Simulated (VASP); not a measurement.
Ni:

```
Ni
1.0
    -1.39676    1.39676    1.39676
     1.39676   -1.39676    1.39676
     1.39676    1.39676   -1.39676
Ni
1
Cartesian
  0.0000 0.0000 0.0000
```

This isn't the form of Ni at room conditions, which is fcc.

| Item | Value |
| --- | --- |
| Program | VASP 6.6.1 |
| Task | relaxation of cell and atoms |
| Functional | r2SCAN |
| Dispersion | rVV10 |
| Potentials or basis | VASP PAW PBE potentials, release 64 (Ni) |
| Cutoff | 600 eV |
| k mesh | 20 × 20 × 20 |
| Occupations | gaussian, width 0.1 eV |
| Spin | collinear spin, ferromagnetic start |
| Starting moments | [1.0] μB |

At the start: pressure -7.7 GPa; volume 10.90 Å³/atom.

Question: Where does the relaxation end?

Answer: Over 6 steps the energy falls by 10.2 meV/atom and the volume is 10.49 Å³/atom (-3.8 %); space group Im-3m (No. 229, to 0.05 Å); moment 0.61 μB per cell.

The path:
```csv
step,energy change (eV),largest force (eV/Å),pressure (GPa),volume (Å³)
1,0.0000,0.0000,-7.75,10.90
2,0.0012,0.0000,9.46,10.09
3,-0.0102,0.0000,-0.27,10.49
4,-0.0102,0.0000,0.15,10.48
5,-0.0102,0.0000,-0.14,10.50
6,-0.0102,0.0000,-0.03,10.49
```

Final structure:
```
Ni
1.0
    -1.37905    1.37905    1.37905
     1.37905   -1.37905    1.37905
     1.37905    1.37905   -1.37905
Ni
1
Direct
  0.00000 0.00000 0.00000
```

Caveat: the PAW data sets were made with another functional, which shifts forces and pressure a little.
